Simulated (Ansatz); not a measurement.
Runs of Ansatz 0.2.0 on Ge. It takes space group I4/mmm (No. 139, tetragonal). The conventional cell has a = 3.217 Å, b = 3.217 Å, c = 3.746 Å, α = 90.00°, β = 90.00°, γ = 90.00°. Around Ge (site symmetry 4/mmm) lie 12 Ge at 2.95 to 3.22 Å. The cell was built by a generator and needn't be a form met in nature.

```csv
task,level,cell,k mesh,gap on the mesh (eV),pressure (GPa),relaxed volume (Å³/atom)
relaxation of cell and atoms,RPBE+D4,relaxed,12 × 12 × 12,none,0.0,(a)
relaxation of cell and atoms,revPBE+D3(BJ),relaxed,12 × 12 × 12,none,0.0,18.11
phonons,LDA,as given,9 × 9 × 9,none,-,-
relaxation of cell and atoms,BLYP+D3(BJ),relaxed,12 × 12 × 12,none,0.0,23.60
relaxation of cell and atoms,BLYP+D4,relaxed,12 × 12 × 12,none,0.0,22.50
```

Alike in all rows: potentials or basis Ansatz PAW; no spin polarisation; cutoff (eV) 420; smearing fermi-dirac 0.05 eV.

Problem. Fill in the values left out.

Solution. (a) 17.96.

Caveats: the PAW data sets come from PBE, with cores solved anew for the run's functional, which leaves a small shift of forces and pressure; the plane-wave basis is chosen anew once the cell has moved, so the energies of steps on either side of that aren't comparable (some runs); pairwise dispersion overbinds metals, which lowers pressure and volume (some runs); the volume moved by over 15 % at a fixed basis, so the end points are rough (some runs).

A k mesh can miss the band edges, and the runs leave out spin-orbit coupling on Ge.

A gap of «none» marks a metal or a gap under the smearing width.

Runs at the PBE level aren't shown here.
